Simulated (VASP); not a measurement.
Sn: equation of state with LDA

The system is Sn.

```
Sn
1.0
    -1.69328    1.69305    2.24961
     1.69328   -1.69305    2.24961
     1.69328    1.69305   -2.24961
Sn
1
Direct
  0.00000 0.00000 0.00000
```

This isn't the form of Sn at room conditions, which is tetragonal (white tin).

```json
{"Program": "VASP 6.6.1", "Task": "equation of state", "Functional": "LDA", "Potentials or basis": "VASP PAW LDA potentials, release 64 (Sn_d)", "Cutoff": "520 eV", "k mesh": "10 × 10 × 10", "Occupations": "fermi-dirac, width 0.05 eV", "Spin": "no spin polarisation"}
```

```
Equilibrium volume                        : 25.82 Å³/atom
Bulk modulus at fixed shape and positions : 58 GPa
Pressure derivative of the bulk modulus   : 4.4 (rough: it moves with the points fitted)
```

Energy against volume, from the lowest point:
```csv
volume (Å³/atom),energy (meV/atom)
24.765,8.40
25.281,2.10
25.797,0.00
26.313,1.66
26.829,6.71
```

All runs of the series together: 110 s on 1 thread of Intel(R) Xeon(R) Platinum 8488C (Sapphire Rapids), with other jobs on the host.

Caveat: the cell was scaled at fixed shape and fractional positions, which overstates the stiffness of a crystal with free parameters, most of all of layers and chains.
